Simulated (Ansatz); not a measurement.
Where the states of C lie

```yaml
crystal:
  lattice:
    - [0.00000, 2.12700, 3.34800]
    - [1.22800, 0.00000, 3.34800]
    - [1.22800, 2.12700, 0.00000]
  atoms:
    - { symbol: C, position: [0.16667, 0.83333, 0.16667] }
    - { symbol: C, position: [0.83333, 0.16667, 0.83333] }
```

The cell is COD entry 9000046, as deposited and not checked against the literature; nothing was relaxed.

Level of theory: DFT, PBE, all-electron LAPW, scalar-relativistic in Ansatz 0.2.0.

Settings: a Γ-centred 18×18×18 k mesh, Fermi–Dirac smearing of 0.05 eV, basis error target 0.25 meV/atom, no spin polarisation.

States per eV and cell, averaged over 0.6 eV, from -13.0 to 6.6 eV, with energies (bin centres) from the Fermi level; empty bins are left out. 

```
E (eV)  total
 -12.8   0.35
 -12.2   0.44
 -11.6   0.33
 -11.0   0.29
 -10.4   0.33
  -9.8   0.36
  -9.2   0.39
  -8.6   0.42
  -8.0   0.54
  -7.4   0.67
  -6.8   0.84
  -6.2   0.95
  -5.6   0.69
  -5.0   0.65
  -4.4   0.59
  -3.8   0.57
  -3.2   0.52
  -2.6   0.44
  -2.0   0.34
  -1.4   0.19
  -0.8   0.10
  -0.2   0.02
   0.4   0.03
   1.0   0.16
   1.6   0.39
   2.2   0.39
   2.8   0.29
   3.4   0.24
   4.0   0.22
   4.6   0.23
   5.2   0.25
   5.8   0.28
   6.4   0.26
```
